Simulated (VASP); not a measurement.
A convergence study with VASP on CoPt (space group P4/mmm): one setting is varied, all else stays as given below, so the limit is that of these other settings.

```
CELL_PARAMETERS angstrom
      2.70345     0.00000     0.00000
      0.00000     2.70345     0.00000
      0.00000     0.00000     3.71850
ATOMIC_POSITIONS crystal
  Co 0.00000 0.00000 0.00000
  Pt 0.50000 0.50000 0.50000
```
Starting moments (μB, in the order of the record's atoms Co Pt): 2.0 0.0.

Computed with PBE GGA, VASP's PBE PAW potentials (set 64) (plane waves; VASP 6.6.1). The tightest run used: 450 eV cut-off, 12×12×9 Γ-centred mesh, Gaussian smearing of 0.10 eV, potentials Co Pt.

### Question
The settings run are ENCUT = 150; ENCUT = 180; ENCUT = 210; ENCUT = 255; ENCUT = 300; ENCUT = 360; ENCUT = 450. From which on does the highest Γ mode stay within 5 cm⁻¹ of the tightest run?

### Answer
From ENCUT = 255 on: it is off by 2.3 there and by no more than 5 in any finer run, while ENCUT = 210 is off by 17.9.
```json
[
 {"setting": "ENCUT = 150", "highest Γ mode (cm⁻¹)": "342.2", "plane waves": "128", "difference judged (cm⁻¹)": "138.9"},
 {"setting": "ENCUT = 180", "highest Γ mode (cm⁻¹)": "124.4", "plane waves": "160", "difference judged (cm⁻¹)": "78.9"},
 {"setting": "ENCUT = 210", "highest Γ mode (cm⁻¹)": "185.4", "plane waves": "200", "difference judged (cm⁻¹)": "17.9"},
 {"setting": "ENCUT = 255", "highest Γ mode (cm⁻¹)": "201.0", "plane waves": "262", "difference judged (cm⁻¹)": "2.3"},
 {"setting": "ENCUT = 300", "highest Γ mode (cm⁻¹)": "202.4", "plane waves": "333", "difference judged (cm⁻¹)": "0.9"},
 {"setting": "ENCUT = 360", "highest Γ mode (cm⁻¹)": "203.0", "plane waves": "436", "difference judged (cm⁻¹)": "0.3"},
 {"setting": "ENCUT = 450", "highest Γ mode (cm⁻¹)": "203.3", "plane waves": "604", "difference judged (cm⁻¹)": "0.0"}
]
```

Left out are rungs that failed or repeat a setting and relaxations that didn't move; long series are thinned to 24 rows.

The structure is a typed CoPt crystal (space group no. 123). The cell was not relaxed at this level. The spin order is the one that the start imposed; others were not tried in this run.
